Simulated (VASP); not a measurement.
# Blue phosphorene and its bilayer

What are the lattice, gap and band positions of blue phosphorene, and what does a second sheet change?

Calculated with VASP 6.6.1; PBE with D3(BJ); plane waves and PAW (P).

## Step 1: Starting point

The cell holds 2 atoms: 2 P. Cell: a = 3.280 Å, b = 3.280 Å, c = 22.000 Å, α = 90.0°, β = 90.0°, γ = 120.0°. Vacuum lies along c.

Structure file:

```xyz
2
Lattice="3.2800 0.0000 0.0000 -1.6400 2.8406 0.0000 0.0000 0.0000 22.0000" Properties=species:S:1:pos:R:3
P     0.0000    1.8937   10.3800
P     1.6400    0.9469   11.6200
```

## Step 2: Relaxing the monolayer

The sheet's cell relaxes in its plane with the atoms, while the vacuum is kept.

Input file INCAR:

```
SYSTEM = P
PREC = Normal
ENCUT = 350
EDIFF = 1E-06
NELM = 120
ISMEAR = 0
SIGMA = 0.03
LREAL = .FALSE.
ALGO = Normal
GGA = PE
IVDW = 12
NBANDS = 11
LORBIT = 11
LWAVE = .FALSE.
LCHARG = .FALSE.
KPAR = 4
IBRION = 2
NSW = 50
ISIF = 3
EDIFFG = -0.015
POTIM = 0.4
IDIPOL = 3
LDIPOL = .TRUE.
DIPOL = 0.5 0.5 0.5
LATTICE_CONSTRAINTS = .TRUE. .TRUE. .FALSE.
```

Input file POSCAR:

```
P
1.0
    3.2800000000      0.0000000000      0.0000000000
   -1.6400000000      2.8405633244      0.0000000000
    0.0000000000      0.0000000000     22.0000000000
P
2
Direct
    0.3333333333      0.6666666667      0.4718181818
    0.6666666667      0.3333333333      0.5281818182
```

Input file KPOINTS:

```
Automatic mesh
0
Gamma
12 12 1
0 0 0
```

PAW data sets: P (PBE family, release 64).

The run is started by

```bash
> mpirun -np 4 vasp_std
```

Output:

```text
[banner, memory and clock lines left out]
running    4 mpi-ranks, on    1 nodes
 distrk:  each k-point on    1 cores,    4 groups
 distr:  one band on    1 cores,    1 groups

 POSCAR found type information on POSCAR P
 POSCAR found :  1 types and       2 ions
 LDA part: xc-table for (Slater+PW92), standard interpolation
 POSCAR, INCAR and KPOINTS ok, starting setup
 FFT: planning ... GRIDC
 FFT: planning ... GRID_SOFT
 FFT: planning ... GRID
 WAVECAR not read
 entering main loop
       N       E                     dE             d eps       ncg     rms          rms(c)
DAV:   1     0.522771530675E+02    0.52277E+02   -0.26498E+03   418   0.450E+02
DAV:   2    -0.634722014905E+01   -0.58624E+02   -0.52897E+02   695   0.936E+01
DAV:   3    -0.107769403834E+02   -0.44297E+01   -0.44163E+01   582   0.347E+01
DAV:   4    -0.108264633601E+02   -0.49523E-01   -0.49505E-01   630   0.425E+00
DAV:   5    -0.108268416697E+02   -0.37831E-03   -0.37830E-03   612   0.338E-01    0.694E+00
DAV:   6    -0.107546494472E+02    0.72192E-01   -0.45584E-02   511   0.106E+00    0.406E+00
DAV:   7    -0.107230151990E+02    0.31634E-01   -0.80903E-02   554   0.145E+00    0.232E-01
DAV:   8    -0.107232721595E+02   -0.25696E-03   -0.38648E-03   521   0.417E-01    0.787E-02
DAV:   9    -0.107232879690E+02   -0.15809E-04   -0.17632E-04   654   0.840E-02    0.558E-02
DAV:  10    -0.107233063763E+02   -0.18407E-04   -0.86153E-05   543   0.461E-02    0.184E-02
DAV:  11    -0.107233200730E+02   -0.13697E-04   -0.99020E-06   588   0.178E-02    0.114E-02
DAV:  12    -0.107234211159E+02   -0.10104E-03   -0.37323E-05   501   0.213E-02    0.147E-02
DAV:  13    -0.107234314059E+02   -0.10290E-04   -0.10058E-06   643   0.526E-03    0.775E-03
DAV:  14    -0.107234920939E+02   -0.60688E-04   -0.36180E-06   544   0.753E-03    0.204E-03
DAV:  15    -0.107235052622E+02   -0.13168E-04   -0.22649E-07   637   0.191E-03    0.212E-03
DAV:  16    -0.107235248183E+02   -0.19556E-04   -0.35891E-07   515   0.172E-03    0.204E-03
DAV:  17    -0.107235265274E+02   -0.17091E-05   -0.13193E-08   516   0.379E-04    0.644E-04
DAV:  18    -0.107235282427E+02   -0.17152E-05   -0.33552E-08   438   0.636E-04    0.370E-04
DAV:  19    -0.107235283258E+02   -0.83142E-07   -0.87287E-10   424   0.176E-04
   1 F= -.11144453E+02 E0= -.11144453E+02  d E =-.111445E+02
 curvature:   0.00 expect dE= 0.000E+00 dE for cont linesearch  0.000E+00
 trial: gam= 0.00000 g(F)=  0.485E-03 g(S)=  0.952E-02 ort = 0.000E+00 (trialstep = 0.100E+01)
 search vector abs. value=  0.100E-01
 bond charge predicted
       N       E                     dE             d eps       ncg     rms          rms(c)
DAV:   1    -0.107238610357E+02   -0.33279E-03   -0.26013E-01   465   0.269E+00    0.507E-01
DAV:   2    -0.107207901246E+02    0.30709E-02   -0.10338E-02   474   0.656E-01    0.304E-01
DAV:   3    -0.107190776328E+02    0.17125E-02   -0.27409E-03   533   0.272E-01    0.696E-02
DAV:   4    -0.107189936466E+02    0.83986E-04   -0.23227E-04   583   0.871E-02    0.359E-02
DAV:   5    -0.107189904049E+02    0.32417E-05   -0.10272E-05   586   0.207E-02    0.630E-03
DAV:   6    -0.107189889960E+02    0.14089E-05   -0.29582E-06   566   0.982E-03    0.457E-03
DAV:   7    -0.107189884239E+02    0.57211E-06   -0.67990E-07   459   0.450E-03
   2 F= -.11148498E+02 E0= -.11148498E+02  d E =-.404484E-02
[...]
3 F= -.11148674E+02 E0= -.11148674E+02  d E =-.422060E-02
 curvature:  -0.41 expect dE=-0.309E-03 dE for cont linesearch -0.142E-06
 trial: gam= 0.08068 g(F)=  0.719E-03 g(S)=  0.297E-04 ort =-0.586E-04 (trialstep = 0.967E+00)
 search vector abs. value=  0.804E-03
 bond charge predicted
       N       E                     dE             d eps       ncg     rms          rms(c)
DAV:   1    -0.107202429471E+02    0.36517E-03   -0.13809E-02   481   0.621E-01    0.775E-02
DAV:   2    -0.107201104487E+02    0.13250E-03   -0.67887E-04   555   0.160E-01    0.369E-02
DAV:   3    -0.107200657453E+02    0.44703E-04   -0.64801E-05   556   0.438E-02    0.176E-02
DAV:   4    -0.107200540186E+02    0.11727E-04   -0.18568E-05   564   0.227E-02    0.110E-02
DAV:   5    -0.107200525941E+02    0.14245E-05   -0.23796E-06   517   0.896E-03    0.506E-03
DAV:   6    -0.107200525811E+02    0.12998E-07   -0.22174E-07   382   0.277E-03
   4 F= -.11149033E+02 E0= -.11149033E+02  d E =-.358567E-03
 trial-energy change:   -0.000359  1 .order   -0.000359   -0.000719    0.000001
 step:   0.9655(harm=  0.9655)  dis= 0.00336  next Energy=   -11.149033 (dE=-0.359E-03)
 reached required accuracy - stopping structural energy minimisation
```

Wall time 6.2 s (4 MPI ranks of Intel Xeon 6975P-C (Granite Rapids), shared host); peak memory 0.71 GiB.

Lines that name or quote the potential files are left out of all logs, and their timing lines are given in words.

From OUTCAR (step 2):

```text
ion  position               nearest neighbor table
   1  0.333  0.667  0.472-   2 2.26   2 2.26   2 2.26
   2  0.667  0.333  0.528-   1 2.26   1 2.26   1 2.26

  LATTYP: Found a hexagonal cell.
 ALAT       =     3.2800000000
 C/A-ratio  =     6.7073170732

 Subroutine GETGRP returns: Found 12 space group operations
 (whereof 12 operations were pure point group operations)

The static configuration has the point symmetry D_3d.

 Found     19 irreducible k-points:

   k-points           NKPTS =     19   k-points in BZ     NKDIM =     19   number of bands    NBANDS=     11

   dimension x,y,z NGX =    16 NGY =   16 NGZ =  108
   dimension x,y,z NGXF=    32 NGYF=   32 NGZF=  216

   ENCUT  =  350.0 eV  25.72 Ry    5.07 a.u.   5.00  5.00 33.56*2*pi/ulx,y,z

   NELECT =      10.0000    total number of electrons

 k-points in reciprocal lattice and weights: Automatic mesh
   0.00000000  0.00000000  0.00000000       0.007
   0.08333333  0.00000000  0.00000000       0.042
   0.16666667  0.00000000  0.00000000       0.042
   0.25000000  0.00000000  0.00000000       0.042
   0.33333333  0.00000000  0.00000000       0.042
   0.41666667  0.00000000  0.00000000       0.042
   0.50000000  0.00000000  0.00000000       0.021
   0.08333333  0.08333333  0.00000000       0.042
   0.16666667  0.08333333  0.00000000       0.083
[...]
0.33333333  0.25000000  0.00000000       0.083
   0.33333333  0.33333333  0.00000000       0.014

 Edisp (eV)   -0.42807

 dipolmoment           0.000000      0.000000      0.000000 electrons x Angstroem

 average (electrostatic) potential at core
       1 -92.0685       2 -92.0685

 E-fermi :  -3.8803

 k-point     1 :       0.0000    0.0000    0.0000
  band No.  band energies     occupation
      1     -18.2612      2.00000
      2     -10.4998      2.00000
      3      -4.4926      2.00000
      4      -4.0403      2.00000
      5      -4.0403      2.00000
      6       0.0028      0.00000
      7       0.0028      0.00000
      8       0.0462      0.00000
      9       1.3023      0.00000
     10       1.8347      0.00000
    ...

 k-point     2 :       0.0833    0.0000    0.0000
  band No.  band energies     occupation
      1     -18.1467      2.00000
      2     -10.4190      2.00000
      3      -4.9408      2.00000
      4      -4.4233      2.00000
      5      -4.2987      2.00000
      6      -0.3015      0.00000
      7       0.3311      0.00000
      8       0.8797      0.00000
      9       1.4588      0.00000
     10       1.9533      0.00000
    ...

 k-point     3 :       0.1667    0.0000    0.0000
  band No.  band energies     occupation
      1     -17.8057      2.00000
      2     -10.2175      2.00000
      3      -6.5765      2.00000
      4      -4.8533      2.00000
      5      -4.2449      2.00000
      6      -0.9931      0.00000
      7       0.9851      0.00000
      8       1.7065      0.00000
      9       1.9178      0.00000
     10       2.4214      0.00000
    ...

 Edisp (eV)   -0.42898

  Total       0.00111     0.00111    -0.01307     0.00000     0.00000     0.00000
  in kB       0.00887     0.00887    -0.10407     0.00000     0.00000     0.00000
  external pressure =       -0.03 kB  Pullay stress =        0.00 kB

  energy-cutoff  :      350.00
  volume of cell :      201.20
      direct lattice vectors                 reciprocal lattice vectors
     3.249685328  0.000000000  0.000000000     0.307722102  0.177663438  0.000000000
    -1.624842664  2.814310049  0.000000000     0.000000000  0.355326877  0.000000000
     0.000000000  0.000000000 22.000000000     0.000000000  0.000000000  0.045454545

 POSITION                                       TOTAL-FORCE (eV/Angst)
 -----------------------------------------------------------------------------------
     -0.00000      1.87621     10.37919        -0.000000      0.000000     -0.000282
      1.62484      0.93810     11.62081         0.000000      0.000000      0.000282
 -----------------------------------------------------------------------------------
    total drift:                                0.000000      0.000000      0.000000

  FREE ENERGIE OF THE ION-ELECTRON SYSTEM (eV)
  ---------------------------------------------------
  free  energy   TOTEN  =       -11.1490325988 eV

  energy  without entropy=      -11.1490325988  energy(sigma->0) =      -11.14903260

 reached required accuracy - stopping structural energy minimisation

 vacuum level on the upper side and lower side of the slab         2.139         2.139

 total charge
# of ion       s       p       d       tot
------------------------------------------
    1        1.096   1.364   0.000   2.459
    2        1.096   1.364   0.000   2.459
--------------------------------------------------
tot          2.191   2.727   0.000   4.918

[... 3 further parts left out ...]
```

The gap is read on the k-mesh alone, so it is an upper bound where the band edges lie off the mesh. The run keeps the 12 symmetry operations of its start, so it cannot find a distortion of lower symmetry.

The steps of the relaxation:

```
step  energy less that of the first step (eV)  largest force (eV/Å)  pressure (GPa)  volume (Å³)
   1                                   0.0000                0.0793           -0.29       204.98
   2                                  -0.0040                0.1334            0.07       201.07
   3                                  -0.0042                0.0965            0.01       201.71
   4                                  -0.0046                0.0003            0.00       201.20
```

```
cell as run  before  after  change
      a (Å)   3.280  3.250  -0.9 %
      b (Å)   3.280  3.250  -0.9 %
```

The relaxed structure:

```xyz
2
Lattice="3.2497 0.0000 0.0000 -1.6248 2.8143 0.0000 0.0000 0.0000 22.0000" Properties=species:S:1:pos:R:3
P     0.0000    1.8762   10.3792
P     1.6248    0.9381   11.6208
```

This step gave:

| Property | Result |
| --- | --- |
| electronic cycles | 37 |
| electrons | 10 |
| free energy (TOTEN) | -11.15 eV |
| Fermi energy | -3.880 eV |
| metallic | no |
| dipole moment | 0, 0, 0 e·Å |
| gap on the k-mesh | 2.003 eV |
| least direct gap on the k-mesh | 2.252 eV |

The run ended after 4 ionic steps, 0.005 eV below its first step, once forces and stress met EDIFFG = -0.015.

## Step 3: A second relaxation

The plane waves were chosen for the start cell, so the relaxation is repeated from its end.

INCAR, as its differences from that of step 2:

```diff
@@ -17,3 +17,3 @@
 IBRION = 2
-NSW = 50
+NSW = 30
 ISIF = 3
```

Input file POSCAR:

```
P
1.0
    3.2496853285      0.0000000000      0.0000000000
   -1.6248426642      2.8143100488      0.0000000000
    0.0000000000      0.0000000000     22.0000000000
P
2
Direct
    0.3333333333      0.6666666667      0.4717813343
    0.6666666667      0.3333333333      0.5282186657
```

KPOINTS is that of step 2.

The run is started by

```bash
> mpirun -np 4 vasp_std
```

Output:

```text
[... set-up lines as in an earlier step ...]
 entering main loop
       N       E                     dE             d eps       ncg     rms          rms(c)
DAV:   1     0.558969065492E+02    0.55897E+02   -0.26122E+03   418   0.448E+02
DAV:   2    -0.587134893902E+01   -0.61768E+02   -0.55149E+02   696   0.100E+02
DAV:   3    -0.107560097153E+02   -0.48847E+01   -0.46631E+01   605   0.358E+01
DAV:   4    -0.108304258713E+02   -0.74416E-01   -0.74192E-01   618   0.474E+00
DAV:   5    -0.108312265755E+02   -0.80070E-03   -0.80011E-03   578   0.441E-01    0.716E+00
DAV:   6    -0.107527775102E+02    0.78449E-01   -0.52731E-02   532   0.115E+00    0.416E+00
DAV:   7    -0.107193501754E+02    0.33427E-01   -0.90766E-02   565   0.154E+00    0.266E-01
DAV:   8    -0.107195548725E+02   -0.20470E-03   -0.44814E-03   537   0.457E-01    0.874E-02
DAV:   9    -0.107195509264E+02    0.39460E-05   -0.22008E-04   689   0.932E-02    0.587E-02
DAV:  10    -0.107195510157E+02   -0.89314E-07   -0.99956E-05   541   0.503E-02    0.134E-02
DAV:  11    -0.107195643125E+02   -0.13297E-04   -0.10532E-05   596   0.186E-02    0.127E-02
DAV:  12    -0.107196665256E+02   -0.10221E-03   -0.44074E-05   504   0.241E-02    0.174E-02
DAV:  13    -0.107196825894E+02   -0.16064E-04   -0.16425E-06   637   0.652E-03    0.802E-03
DAV:  14    -0.107197565660E+02   -0.73977E-04   -0.47891E-06   547   0.885E-03    0.679E-03
DAV:  15    -0.107197648138E+02   -0.82478E-05   -0.13441E-07   617   0.169E-03    0.282E-03
DAV:  16    -0.107197885856E+02   -0.23772E-04   -0.45628E-07   529   0.202E-03    0.365E-03
DAV:  17    -0.107197907474E+02   -0.21618E-05   -0.20787E-08   518   0.557E-04    0.171E-03
DAV:  18    -0.107197926684E+02   -0.19210E-05   -0.35534E-08   460   0.741E-04    0.842E-04
DAV:  19    -0.107197928328E+02   -0.16440E-06   -0.23086E-09   427   0.258E-04
   1 F= -.11148773E+02 E0= -.11148773E+02  d E =-.111488E+02
 curvature:   0.00 expect dE= 0.000E+00 dE for cont linesearch  0.000E+00
 trial: gam= 0.00000 g(F)=  0.156E-07 g(S)=  0.103E-06 ort = 0.000E+00 (trialstep = 0.100E+01)
 search vector abs. value=  0.119E-06
 reached required accuracy - stopping structural energy minimisation
```

It took 3.4 s on 4 MPI ranks; peak memory 0.68 GiB; 11 s of CPU time.

Parts of OUTCAR (step 3):

```text
  LATTYP: Found a hexagonal cell.
 ALAT       =     3.2496853285
 C/A-ratio  =     6.7698862432

The static configuration has the point symmetry D_3d.

 Found     19 irreducible k-points:

   ENCUT  =  350.0 eV  25.72 Ry    5.07 a.u.   4.96  4.96 33.56*2*pi/ulx,y,z

   NELECT =      10.0000    total number of electrons

 E-fermi :  -3.8705

 k-point     1 :       0.0000    0.0000    0.0000
  band No.  band energies     occupation
      1     -18.2580      2.00000
      2     -10.4968      2.00000
      3      -4.4898      2.00000
      4      -4.0371      2.00000
      5      -4.0371      2.00000
      6       0.0059      0.00000
      7       0.0059      0.00000
      8       0.0494      0.00000
      9       1.3205      0.00000
     10       1.8681      0.00000
    ...

 k-point     2 :       0.0833    0.0000    0.0000
  band No.  band energies     occupation
      1     -18.1436      2.00000
      2     -10.4160      2.00000
      3      -4.9376      2.00000
      4      -4.4205      2.00000
      5      -4.2955      2.00000
      6      -0.2983      0.00000
      7       0.3345      0.00000
      8       0.8837      0.00000
      9       1.4763      0.00000
     10       1.9863      0.00000
    ...

 Edisp (eV)   -0.42898

  Total      -0.00164    -0.00164    -0.01908    -0.00000     0.00000     0.00000
  in kB      -0.01303    -0.01303    -0.15192    -0.00000     0.00000     0.00000
  external pressure =       -0.06 kB  Pullay stress =        0.00 kB

  energy-cutoff  :      350.00
  volume of cell :      201.20
      direct lattice vectors                 reciprocal lattice vectors
     3.249685329  0.000000000  0.000000000     0.307722102  0.177663438  0.000000000
    -1.624842664  2.814310049  0.000000000     0.000000000  0.355326877  0.000000000
     0.000000000  0.000000000 22.000000000     0.000000000  0.000000000  0.045454545

 POSITION                                       TOTAL-FORCE (eV/Angst)
 -----------------------------------------------------------------------------------
     -0.00000      1.87621     10.37919         0.000000      0.000000     -0.000449
      1.62484      0.93810     11.62081        -0.000000     -0.000000      0.000449
 -----------------------------------------------------------------------------------
    total drift:                                0.000000     -0.000000      0.000000

  FREE ENERGIE OF THE ION-ELECTRON SYSTEM (eV)
  ---------------------------------------------------
  free  energy   TOTEN  =       -11.1487728504 eV

  energy  without entropy=      -11.1487728504  energy(sigma->0) =      -11.14877285

 vacuum level on the upper side and lower side of the slab         2.134         2.134

[... 6 parts as in an earlier step ...]

[... 7 further parts left out ...]
```

Little changed from the start: no atom moved by 0.005 Å and no cell edge by 0.1 %.

This step gave:

| Item | Value |
| --- | --- |
| electronic cycles | 19 |
| Fermi energy | -3.870 eV |

The start already met the threshold, so nothing moved.

(Part 1 of 4 ends here.)

[Lines on the potential files, build, host, timing and source positions are cut from VASP's logs without a mark.]

[Logs are printed without paths, hosts, clocks, repeated set-up lines and the standing remarks that a program may print on its own settings, such as how far it seeks lower states.]

[Hosts, paths, dates, database ids (printed as entryN), source tags and the programs' standing remarks are cut or masked in the printed files.]

[Runs that stopped without an error message from VASP are left out.]
